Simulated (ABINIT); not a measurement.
Input of an ABINIT 10.8.3 (patched build) run:

The input run.abi:

```
# Pseudopotentials
pp_dirpath "./"
pseudos "Au.GGA_PBE-JTH.xml, Cu.GGA_PBE-JTH.xml"

# Structure
acell 3*1.0
rprim
     7.0675757061     0.0000000000     0.0000000000
     0.0000000000     7.0675757061     0.0000000000
     0.0000000000     0.0000000000     7.0675757061
ntypat 2
znucl 79 29
natom 4
typat 1 2 2 2
xcart
     0.0000000000     0.0000000000     0.0000000000
     3.5337878531     3.5337878531     0.0000000000
     3.5337878531     0.0000000000     3.5337878531
     0.0000000000     3.5337878531     3.5337878531

# Plane-wave basis
ecut 680.284656 eV
pawecutdg 47.0

# k points
kptopt 1
ngkpt 9 9 9
nshiftk 1
shiftk 0.0 0.0 0.0

# Exchange and correlation
ixc -116133

# Bands and occupations
nband 41
occopt 3
tsmear 0.05 eV

# SCF cycle
nstep 100
tolvrs 1.0e-9

# Output
iomode 3
prtwf 0
prteig 0
prtebands 0
enunit 1
prtden 1
prtvha 1
prtvclmb 1
prtpot 1
```

Potentials or basis: JTH PAW PBE v2.0.

Command:

```bash
$ abinit run.abi > log 2>&1
```

**Question.** What does it give for the band gap on the k mesh?

**Answer.** None (metal or under the smearing width).

 Spin-orbit coupling is left out, which matters for the levels of Au.
